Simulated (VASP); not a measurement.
The system is In2GaAs3.

```
CELL_PARAMETERS angstrom
4.33933 0.00000 0.00000
-2.16967 3.75797 0.00000
0.00000 0.00000 8.53565
ATOMIC_POSITIONS crystal
In 0.33333 0.66667 0.24282
In 0.33333 0.66667 0.75718
Ga 0.66667 0.33333 0.00000
As 0.66667 0.33333 0.50000
As 0.00000 0.00000 0.00000
As 0.00000 0.00000 0.50000
```

The cell was built by a generator and needn't be a form met in nature.

| Property | Result |
| --- | --- |
| Program | VASP 6.6.1 |
| Task | relaxation of cell and atoms |
| Functional | PBE |
| Potentials or basis | VASP PAW PBE potentials, release 64 (In_d, Ga_d, As) |
| Cutoff | 520 eV |
| k mesh | 4 × 4 × 2 |
| Occupations | gaussian, width 0.15 eV |
| Spin | no spin polarisation |

At the start: pressure 5.4 GPa; volume 23.20 Å³/atom.

Task: Where does the relaxation end?

Result: Over 9 steps the energy falls by 42.1 meV/atom and the volume is 25.38 Å³/atom (+9.4 %); space group P-6m2 (No. 187, to 0.05 Å).

Step by step:
| step | energy change (eV) | largest force (eV/Å) | pressure (GPa) | volume (Å³) |
| --- | --- | --- | --- | --- |
| 1 | 0.0000 | 0.1663 | 5.44 | 139.19 |
| 2 | -0.2298 | 0.1821 | -1.59 | 155.60 |
| 3 | -0.2432 | 0.2167 | 0.36 | 151.73 |
| 4 | -0.2433 | 0.1580 | -0.25 | 152.45 |
| 5 | -0.2434 | 0.1982 | -0.02 | 152.18 |
| 6 | -0.2467 | 0.1003 | 0.15 | 152.20 |
| 7 | -0.2477 | 0.1068 | 0.12 | 152.21 |
| 8 | -0.2496 | 0.0936 | 0.12 | 152.23 |
| 9 | -0.2529 | 0.0773 | 0.26 | 152.27 |

Final structure:
```yaml
crystal:
  lattice:
    - [4.51373, 0.00000, 0.00000]
    - [-2.25687, 3.90901, 0.00000]
    - [0.00000, 0.00000, 8.62990]
  atoms:
    - { symbol: In, position: [0.33333, 0.66667, 0.24701] }
    - { symbol: In, position: [0.33333, 0.66667, 0.75299] }
    - { symbol: Ga, position: [0.66667, 0.33333, 0.00000] }
    - { symbol: As, position: [0.66667, 0.33333, 0.50000] }
    - { symbol: As, position: [0.00000, 0.00000, 0.00000] }
    - { symbol: As, position: [0.00000, 0.00000, 0.50000] }
```

Caveat: the k mesh is coarse (spacing up to 0.42 Å⁻¹), so the values aren't converged; the relaxation stopped at a loose force limit of 0.08 eV/Å, so its end isn't a converged minimum.
